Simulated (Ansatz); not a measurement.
# FeS2 (Marcasite) (Pnnm) in Ansatz: a series of runs

One crystal, FeS2 (Marcasite), is run at these levels: revPBE, BLYP, PBE; tasks: relaxation of cell and atoms, single point.

Program: Ansatz 0.2.0. These are calculated values, not measurements. Logs are shortened: lines on timing, memory, paths and dates and some standing lists are left out, and cuts for length are marked.

### Step 1. The structure

It takes space group Pnnm (No. 58, orthorhombic). The conventional cell has a = 4.440 Å, b = 5.390 Å, c = 3.370 Å, α = 90.00°, β = 90.00°, γ = 90.00°. Fe (site symmetry 2/m) is surrounded by 6 S at 2.21 to 2.24 Å. Around S (site symmetry m) lie 3 Fe at 2.21 to 2.24 Å and 1 S at 2.25 Å.

### Step 2. Relaxation of cell and atoms, revPBE, collinear spin, ferromagnetic start

The input, input.yaml:

```yaml
crystal:
  lattice:
    - [4.44, 0.0, 0.0]
    - [0.0, 5.39, 0.0]
    - [0.0, 0.0, 3.37]
  atoms:
    - { symbol: Fe, position: [0.5, 0.5, 0.5], spin: 3.0 }
    - { symbol: Fe, position: [0.0, 0.0, 0.0], spin: 3.0 }
    - { symbol: S, position: [0.703, 0.125, 0.5] }
    - { symbol: S, position: [0.797, 0.625, 0.0] }
    - { symbol: S, position: [0.297, 0.875, 0.5] }
    - { symbol: S, position: [0.203, 0.375, 0.0] }
hamiltonian:
  xc: revpbe
  pseudopotentials: { kind: paw }
magnetization:
  spin_polarized: true
kpoints:
  mp_grid: { grid: [6, 5, 8] }
scf:
  occupations: { method: fermi_dirac, width: 0.05 }
output:
  forces: true
  stress: true
relax:
  f_tol: 0.01
  max_steps: 40
  cell: { stress_tol: 0.05 }
```

Potentials or basis: Ansatz PAW.

Command:

```console
$ ansatz run input.yaml --threads 2 --pin off --max-ram 5632MiB --backend cpu --events-out ev --progress --plain --runs-dir out
```

Log:

```text
Warning: RAYON_NUM_THREADS=2 ignored (pool sized by the plan → 2); use --threads N
Engine: ansatz 0.2.0, x86_64-unknown-linux-gnu
Pseudopotentials: kind: paw
Pseudopotential: Fe, paw, valence charge 16, recommended cutoff 420 eV (normal), Fe.paw.azcp
Pseudopotential: S, paw, valence charge 6, recommended cutoff 420 eV (normal), S.paw.azcp
Functional definition: revPBE
  parameter kappa = 1.245
  parameter beta = 0.06672455060314922
  exchange = pbe_x(kappa = kappa, mu = beta*pi^2/3)
  correlation = pbe_c(beta = beta)
Crystal: 6 atoms, lattice volume = 80.649 Å³
Basis set: ecut = 420 eV, 1587 PW (Γ), exchange–correlation on 60×80×48 points (8 copies of the dense FFT grid, shifted against one another)
Bands: 38, of which v1, the nominal top of the filled ones, is band 28 counted from 1 (27 counted from 0)
Symmetry: 8 space group operations
Space group: Pnnm (ITA 58), of the structure as read, at distance tolerance 4.3e-5 Å
Magnetic group: BNS 58.393 (UNI 491), of the structure as read, at distance tolerance 4.3e-5 Å
k-points: 60 of 240
Non-local potential: Fe, projectors of the file, l = 0: 3, l = 1: 2, l = 2: 3, l = 3: 1
Non-local potential: S, projectors of the file, l = 0: 2, l = 1: 2, l = 2: 2
PAW form: soft (Blöchl's): semilocal exchange-correlation on the pseudo side does not see the compensation charge
PAW frozen core: Fe, regenerated for the run's functional, and the local potential with it (the file was generated under x = pbe(κ = 0.804, μ = 0.2195149727645171), c = pbe(β = 0.06672455060314922))
PAW frozen core: S, regenerated for the run's functional, and the local potential with it (the file was generated under x = pbe(κ = 0.804, μ = 0.2195149727645171), c = pbe(β = 0.06672455060314922))
PAW one-centre angular grid: Fe, 590 points (default); XC on 64 Gauss nodes
PAW one-centre angular grid: S, 110 points (default); XC on 64 Gauss nodes
Initial density: superposition of atomic densities (chi_scale 0.1, normalization cell, long waves kept (reshape's long-wave potential 0.00 eV rms))
Starting moments: Σ|m| = 6 μB on 2 of 6 sites
Initial wavefunctions: pseudopotential atomic-orbital guess
Functional: x = revpbe(κ = 1.245, μ = 0.2195149727645171), c = pbe(β = 0.06672455060314922)
iter 1 solved again at ethr=3.00e-3 eV; its pass at ethr=3.10e-3 eV (dr2=1.68e0 eV) is discarded
SCF iter   1: F=—  HF=-12583.691319 eV  |F-HF|=—  |Δ(HF+E_count)|=         —  Δρ=3.88e-2 (↑3.88e-2 ↓3.71e-2)  dr2=1.69e0  dr2_m=5.10e-1  M=4.004 μB ∫|m|=5.308 μB  β_m=0.30  ethr=3.00e-3  ⟨swp⟩=1.0  Hψ=24559  notcnv=0
Mixer restart at iter 1: flushing history
preconditioner: auto → Kerker (q_TF=auto, 2.567 Å⁻¹)  [metal: Δε(μ)=0.010 eV  Ē_g=9.751 eV  σ=0.050 eV  W_gap=0.05  n_scr=20 (ndim 8)  ℏωp=26.2 eV  f_vac=0.000  D(μ)=5.49/eV (n_scr^D=56)]
spin=Collinear: Kerker preconditioning applied to the charge; magnetization (m = ρ↑ − ρ↓) channel mixes plain (no charge-response kernel on spin).
SCF iter   2: F=—  HF=-12584.408531 eV  |F-HF|=—  |Δ(HF+E_count)|=   7.17e-1  Δρ=4.00e-2 (↑3.18e-2 ↓4.00e-2)  dr2=1.56e0  dr2_m=6.14e-1  M=3.614 μB ∫|m|=5.000 μB  β_m=0.65  ethr=3.00e-3  ⟨swp⟩=1.0  Hψ=4560  notcnv=0
SCF iter   3: F=—  HF=-12586.164491 eV  |F-HF|=—  |Δ(HF+E_count)|=    1.76e0  Δρ=4.16e-2 (↑2.89e-2 ↓4.16e-2)  dr2=1.17e0  dr2_m=7.68e-1  M=2.939 μB ∫|m|=4.392 μB  β_m=0.36  ethr=2.79e-3  ⟨swp⟩=2.4  Hψ=6508  notcnv=0
SCF iter   4: F=—  HF=-12586.891127 eV  |F-HF|=—  |Δ(HF+E_count)|=   7.27e-1  Δρ=3.11e-2 (↑2.93e-2 ↓3.11e-2)  dr2=4.34e-1  dr2_m=5.91e-1  M=2.294 μB ∫|m|=3.745 μB  β_m=0.31  ethr=2.10e-3  ⟨swp⟩=2.0  Hψ=6321  notcnv=0  defer=332
SCF iter   5: F=—  HF=-12587.689083 eV  |F-HF|=—  |Δ(HF+E_count)|=   7.98e-1  Δρ=4.04e-2 (↑4.04e-2 ↓1.77e-2)  dr2=5.51e-1  dr2_m=4.82e-1  M=1.121 μB ∫|m|=2.593 μB  β_m=0.96  ethr=7.75e-4  ⟨swp⟩=2.9  Hψ=7712  notcnv=0  defer=332
SCF iter   6: F=—  HF=-12588.669145 eV  |F-HF|=—  |Δ(HF+E_count)|=   9.80e-1  Δρ=2.41e-2 (↑2.41e-2 ↓1.61e-2)  dr2=6.08e-1  dr2_m=1.45e-1  M=0.000 μB ∫|m|=0.597 μB  β_m=0.98  ethr=7.75e-4  ⟨swp⟩=2.9  Hψ=8710  notcnv=0  defer=340
SCF iter   7: F=—  HF=-12588.789938 eV  |F-HF|=—  |Δ(HF+E_count)|=         —  Δρ=3.77e-2 (↑3.60e-2 ↓3.77e-2)  dr2=3.12e-2  dr2_m=9.77e-1  M=0.000 μB ∫|m|=0.215 μB  β_m=1.00  ethr=7.75e-4  ⟨swp⟩=3.3  Hψ=8348  notcnv=0  defer=369
Mixer restart at iter 7: flushing history
[... 98 lines left out ...]
SCF converged after 12 iterations
Magnetization: -0.0000 μB (28.0000 up, 28.0000 down)
Absolute magnetization: 0.0000 μB (∫|ρ↑−ρ↓|, with the PAW one-centre terms)
Spin contamination: 0.0000 ħ² per cell (⟨S²⟩ above its minimum at these occupations)
Per-site moments (μB) at R_I (Å): [(-1.0482662242928177e-10, 0.9241202592887362), (-1.0482661157792427e-10, 0.9241202592887364), (3.9551303278516466e-11, 0.9241202592887364), (3.9551297939201477e-11, 0.9241202592887368), (3.95512693078752e-11, 0.9241202592887362), (3.9551384697023555e-11, 0.9241202592887364)]
Free energy (F): -12588.714998 eV
Harris-Foulkes:  -12588.714998 eV  (|F-HF|=3.64e-12)
Internal energy: -12588.714979 eV  (E = F + TS)
E sigma→0 (E₀):  -12588.714988 eV
Entropy (-TS):   -0.000019 eV (-0.003 meV/atom)
Fermi energy:    12.730036 eV
--- Per-component energies (eV) ---
  E_band       = -501.875661
  E_kinetic    = 1142.042821
  E_local      = -6207.475586  (includes V_loc(G=0)·N_el)
  E_nonlocal   = 538.726253
  E_hartree    = 2646.201920
  E_xc         = -629.220283
  E_vxc        = -659.701504  (∫ρ·V_xc dr)
  E_paw        = -5144.818398  (= ΣΔE_a)
  E_vpaw       = -607.873353  (= ΣTr[D̂ρ^β])
  E_aug_tail   = 0.001752  (compensation charges beyond the density's cutoff)
  E_ewald      = -4933.994768
  E_core_change = -0.178690  (= ΣΔE_core)
  E_smearing   = -0.000019  (= −TS)
  E_closure    = -0.000000  (closes the sum)
  Σ components = -12588.714998   (vs F -12588.714998, Δ=0.00e0)
--- Forces (eV/Å), atoms counted from 1 ---
  atom   1  Fe     0.00000000     0.00000000     0.00000000
  atom   2  Fe    -0.00000000     0.00000000     0.00000000
  atom   3  S      0.00735376     0.00520173     0.00000000
  atom   4  S     -0.00735376     0.00520173    -0.00000000
  atom   5  S     -0.00735376    -0.00520173    -0.00000000
  atom   6  S      0.00735376    -0.00520173     0.00000000
  max |Σ_I F_I| component: 1.73e-18 eV/Å
--- Stress (GPa, compression-positive) ---
       -0.039126      -0.000000      -0.000000
       -0.000000       0.015357      -0.000000
       -0.000000      -0.000000      -0.031252
  P = ⅓ Tr σ = -0.0183 GPa (-0.183 kbar)
--- Relaxed structure (5 steps of the walk, 5 accepted, 1 SCFs on fresh bases) ---
  F+E_penalty+E_count = -12588.71499751 eV   max|allowed force component| = 7.354e-3 eV/Å   (the final SCF, on the basis selected at the relaxed cell)
  cell:  # Å, volume = 82.7871 Å³
    - [4.466136673208319, 3.5625591365375294e-33, 8.906397841343824e-34]
    - [4.324818411247135e-33, 5.438890448102789, 6.102361474570545e-18]
    - [6.7600361993983525e-34, 3.815391126030193e-18, 3.4081641079195264]
  atoms:
    - { symbol: Fe, position: [0.49999999999999994, 0.49999999999999994, 0.49999999999999994] }
    - { symbol: Fe, position: [-5.290776367234066e-20, -4.0230136270334143e-20, -6.232096657178496e-37] }
    - { symbol: S, position: [0.7057408816573753, 0.1243385827654861, 0.49999999999999994] }
    - { symbol: S, position: [0.7942591183426245, 0.624338582765486, -5.872386148124697e-20] }
    - { symbol: S, position: [0.29425911834262464, 0.8756614172345137, 0.49999999999999994] }
    - { symbol: S, position: [0.2057408816573753, 0.3756614172345138, 5.872386148124678e-20] }
```

Wall time 51 s (2 threads of Intel Xeon Platinum 8488C (Sapphire Rapids), shared host); peak memory 0.62 GiB.

What came out:

```
Free energy                            : -12588.7150 eV
Relaxed volume                         : 13.80 Å³/atom
Relaxed cell                           : a = 4.466 Å, b = 5.439 Å, c = 3.408 Å, α = 90.00°, β = 90.00°, γ = 90.00°
Space group after relaxing (to 0.05 Å) : Pnnm (No. 58)
Energy gained by relaxing              : 4.9 meV/atom
Ionic steps                            : 6
Pressure after relaxing                : 0.0 GPa
Largest force after relaxing           : 0.009 eV/Å
Band gap on the k mesh                 : 0.91 eV
Net moment                             : 0.00 μB per cell
Absolute moment                        : 0.00 μB per cell
```

Forces in eV/Å, atoms in the order of the input:
```
Fe   0.000  0.000  0.000
Fe   0.000  0.000  0.000
S    0.007  0.005  0.000
S   -0.007  0.005  0.000
S   -0.007 -0.005  0.000
S    0.007 -0.005  0.000
```

Step by step:
| step | energy change (eV) | largest force (eV/Å) | volume (Å³) |
| --- | --- | --- | --- |
| 1 | 0.0000 | 0.1570 | 80.65 |
| 2 | -0.0225 | 0.0532 | 81.87 |
| 3 | -0.0285 | 0.0438 | 82.74 |
| 4 | -0.0287 | 0.0187 | 82.82 |
| 5 | -0.0289 | 0.0089 | 82.79 |
| 6 | -0.0294 | 0.0090 | 82.79 |

Final structure:
```
Fe S
1.0
     4.46614    0.00000    0.00000
     0.00000    5.43889    0.00000
     0.00000    0.00000    3.40816
Fe S
2 4
Direct
  0.50000 0.50000 0.50000
  0.00000 0.00000 0.00000
  0.70574 0.12434 0.50000
  0.79426 0.62434 0.00000
  0.29426 0.87566 0.50000
  0.20574 0.37566 0.00000
```

Caveat: the starting moments collapsed, and a magnetic state may lie lower; odd divisions of the mesh miss points on the zone boundary, where band edges often lie, so the gap on the mesh can be too wide; the plane-wave basis is chosen anew once the cell has moved, so the energies of steps on either side of that aren't comparable; the PAW data sets come from PBE, with cores solved anew for the run's functional, which leaves a small shift of forces and pressure; the starting moments weren't kept. revPBE gives volumes clearly too large for solids.

### Step 3. Relaxation of cell and atoms, BLYP, collinear spin, ferromagnetic start

Edit input.yaml of step 2 so:

```diff
@@ -13,3 +13,3 @@
 hamiltonian:
-  xc: revpbe
+  xc: blyp
   pseudopotentials: { kind: paw }
```

Potentials or basis: Ansatz PAW.

Command:

```console
$ ansatz run input.yaml --threads 2 --pin off --max-ram 5632MiB --backend cpu --events-out ev --progress --plain --runs-dir out
```

Wall time 71 s (2 threads of Intel Xeon Platinum 8488C (Sapphire Rapids), shared host); peak memory 0.62 GiB.

It converged, with:

```yaml
Free_energy: -12605.3324 eV
Relaxed_volume: 14.58 Å³/atom
Relaxed_cell: a = 4.563 Å, b = 5.537 Å, c = 3.462 Å, α = 90.00°, β = 90.00°, γ = 90.00°
Space_group_after_relaxing_to_0.05_Å: Pnnm (No. 58)
Energy_gained_by_relaxing: 39.4 meV/atom
Ionic_steps: 9
Pressure_after_relaxing: 0.0 GPa
Band_gap_on_the_k_mesh: 0.83 eV
Net_moment: 0.00 μB per cell
Absolute_moment: 0.00 μB per cell
```

The path:
```tsv
step	energy change (eV)	largest force (eV/Å)	volume (Å³)
1	0.0000	0.1122	80.65
2	-0.1856	0.0820	84.36
3	-0.2277	0.1340	87.14
4	-0.2320	0.0554	87.53
5	-0.2332	0.0200	87.38
6	-0.2333	0.0005	87.40
7	-0.2365	0.0005	87.40
8	-0.2366	0.0009	87.47
9	-0.2366	0.0009	87.47
```

Final structure:
```
Fe S
1.0
     4.56267    0.00000    0.00000
     0.00000    5.53713    0.00000
     0.00000    0.00000    3.46234
Fe S
2 4
Direct
  0.50000 0.50000 0.50000
  0.00000 0.00000 0.00000
  0.70669 0.12490 0.50000
  0.79331 0.62490 0.00000
  0.29331 0.87510 0.50000
  0.20669 0.37510 0.00000
```

Caveat: the starting moments collapsed, and a magnetic state may lie lower; odd divisions of the mesh miss points on the zone boundary, where band edges often lie, so the gap on the mesh can be too wide; the plane-wave basis is chosen anew once the cell has moved, so the energies of steps on either side of that aren't comparable; the PAW data sets come from PBE, with cores solved anew for the run's functional, which leaves a small shift of forces and pressure; the starting moments weren't kept. Zero-point motion and thermal expansion aren't in these numbers.

### Step 4. Single point, PBE, collinear spin, ferromagnetic start

Edit input.yaml of step 3 so:

```diff
@@ -13,3 +13,3 @@
 hamiltonian:
-  xc: blyp
+  xc: pbe
   pseudopotentials: { kind: paw }
@@ -20,3 +20,3 @@
 scf:
-  occupations: { method: fermi_dirac, width: 0.05 }
+  occupations: { method: gaussian, width: 0.012 }
 output:
@@ -24,5 +24,6 @@
   stress: true
-relax:
-  f_tol: 0.01
-  max_steps: 40
-  cell: { stress_tol: 0.05 }
+  eigenvalues: true
+  write_density: true
+  write_potential: true
+  elf: true
+  volumetric_format: npy
```

Command:

```console
$ ansatz run input.yaml --threads 2 --pin off --max-ram 5632MiB --backend cpu --events-out ev --progress --plain --runs-dir out
```

Run time: 11 s. Hardware: 2 threads of Intel Xeon Platinum 8488C (Sapphire Rapids), shared host; peak memory 0.6 GiB.

Results (log left out):

* Free energy: -12572.4057 eV
* Pressure: 1.3 GPa
* Largest force: 0.187 eV/Å
* Band gap on the k mesh: 0.94 eV, indirect (least direct gap 1.17 eV)
* Net moment: 0.00 μB per cell
* Absolute moment: 0.00 μB per cell

Forces in eV/Å, atoms in the order of the input:
```
Fe   0.000  0.000  0.000
Fe   0.000  0.000  0.000
S    0.179 -0.052  0.000
S   -0.179 -0.052  0.000
S   -0.179  0.052  0.000
S    0.179  0.052  0.000
```

Stress tensor (GPa, compression positive):
```
0.60 0.00 0.00
0.00 1.92 0.00
0.00 0.00 1.35
```

Levels at points of the mesh, in eV from the valence-band top:
Spin up:
| k point | band 24 | band 25 | band 26 | band 27 | band 28 | band 29 | band 30 | band 31 | band 32 | band 33 |
| --- | --- | --- | --- | --- | --- | --- | --- | --- | --- | --- |
| (0.00, 0.00, 0.00) | -1.14 | -0.98 | -0.79 | -0.75 | -0.49 | 1.18 | 1.45 | 2.70 | 3.11 | 3.40 |
| (0.00, 0.00, -0.50) | -1.43 | -0.91 | -0.91 | -0.39 | -0.39 | 1.52 | 1.52 | 1.72 | 1.72 | 2.17 |
| (-0.50, 0.00, 0.00) | -1.18 | -0.69 | -0.69 | -0.08 | -0.08 | 1.83 | 1.83 | 1.87 | 1.87 | 2.78 |
| (-0.50, 0.00, -0.50) | -1.06 | -0.78 | -0.78 | -0.33 | -0.33 | 1.54 | 1.54 | 1.90 | 1.90 | 3.62 |
Spin down:
```tsv
k point	band 26	band 27	band 28	band 29	band 30	band 31
(0.00, 0.00, 0.00)	-0.79	-0.75	-0.49	1.18	1.45	2.70
(0.00, 0.00, -0.50)	-0.91	-0.39	-0.39	1.52	1.52	1.72
(-0.50, 0.00, 0.00)	-0.69	-0.08	-0.08	1.83	1.83	1.87
(-0.50, 0.00, -0.50)	-0.78	-0.33	-0.33	1.54	1.54	1.90
```

Caveat: the starting moments collapsed, and a magnetic state may lie lower; odd divisions of the mesh miss points on the zone boundary, where band edges often lie, so the gap on the mesh can be too wide; the starting moments weren't kept. A k mesh can miss the band edges.
